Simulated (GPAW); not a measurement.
Write an ASE script for GPAW 26.7.0 that does the following.

| Item | Value |
| --- | --- |
| Task | optical spectrum |
| Functional | PBE |
| Potentials or basis | GPAW PAW data sets (gpaw-data 1.2.1) |
| Cutoff | 500 eV |
| Basis | pw |
| k mesh | 6 × 6 × 6 |
| Occupations | fermi-dirac, width 0.05 eV |
| Spin | no spin polarisation |
| Eta | 0.1 eV |
| Response ecut | 50 eV |
| Scissors | 0 eV |
| Kernel | RPA |
| Maxiter | 150 |
| Response k mesh | 10 × 10 × 10 |
| Domega0 | 0.05 eV |
| Omega2 | 10 eV |
| Response bands | 35 |
| Directions | ["x", "z"] |
| Intraband | yes |

Crystal: Bi.

```
CELL_PARAMETERS angstrom
2.28252 1.31781 3.96408
-2.28252 1.31781 3.96408
0.00000 -2.63562 3.96408
ATOMIC_POSITIONS crystal
Bi 0.76600 0.76600 0.76600
Bi 0.23400 0.23400 0.23400
```

One way to write it, as run:

run.py

```python
from ase import Atoms
from ase.dft.bandgap import bandgap
from ase.io import write
from gpaw import GPAW, PW
from gpaw.response.df import DielectricFunction

atoms = Atoms(['Bi', 'Bi'],
              cell=[[2.2825169939, 1.3178118009, 3.9640802302],
                    [-2.2825169939, 1.3178118009, 3.9640802302],
                    [0.0, -2.6356236018, 3.9640802302]],
              scaled_positions=[[0.766, 0.766, 0.766],
                                [0.234, 0.234, 0.234]],
              pbc=True)

calc = GPAW(mode=PW(500),
            xc='PBE',
            kpts={'size': (6, 6, 6), 'gamma': True},
            occupations={'name': 'fermi-dirac', 'width': 0.05},
            nbands=25,
            convergence={'density': 1e-06},
            maxiter=150,
            txt='gpaw.txt')
atoms.calc = calc
energy = atoms.get_potential_energy()
calc.write('gs.gpw')
write('result.traj', atoms)
print(f'Energy: {energy:.6f} eV')
print('Fermi level:', round(calc.get_fermi_level(), 4), 'eV')
print(f'Gap: {bandgap(calc)[0]:.4f} eV, direct: {bandgap(calc, direct=True)[0]:.4f} eV')

dense = calc.fixed_density(kpts={'size': (10, 10, 10), 'gamma': True},
                           nbands=41, convergence={'bands': 35, 'eigenstates': 1e-7},
                           update_fermi_level=True, txt='dense.txt')
dense.write('dense.gpw', mode='all')

df = DielectricFunction('dense.gpw', frequencies={'type': 'nonlinear', 'domega0': 0.05, 'omega2': 10},
                        eta=0.1, ecut=50, nbands=35, rate='eta', txt='df.txt')
for direction in ['x', 'z']:
    df.get_dielectric_function(xc='RPA', direction=direction, filename=f'df_{direction}.csv')
```

Potentials or basis: GPAW PAW data sets (gpaw-data 1.2.1), pw.

Command:

```sh
$ OMP_NUM_THREADS=1 python run.py
```

It gave:

```json
{
  "Band gap on the k mesh": "none (metal or under the smearing width)"
}
```

Caveat: the intraband term hangs on this k mesh; the long-wavelength limit can be off by a per cent or two; independent-particle spectra lack excitons; spin-orbit coupling is left out, which moves the levels of the heavy elements.

Run time: 4.1 min on 1 thread of Arm Neoverse V1, on a shared host, peak memory 0.49 GiB.
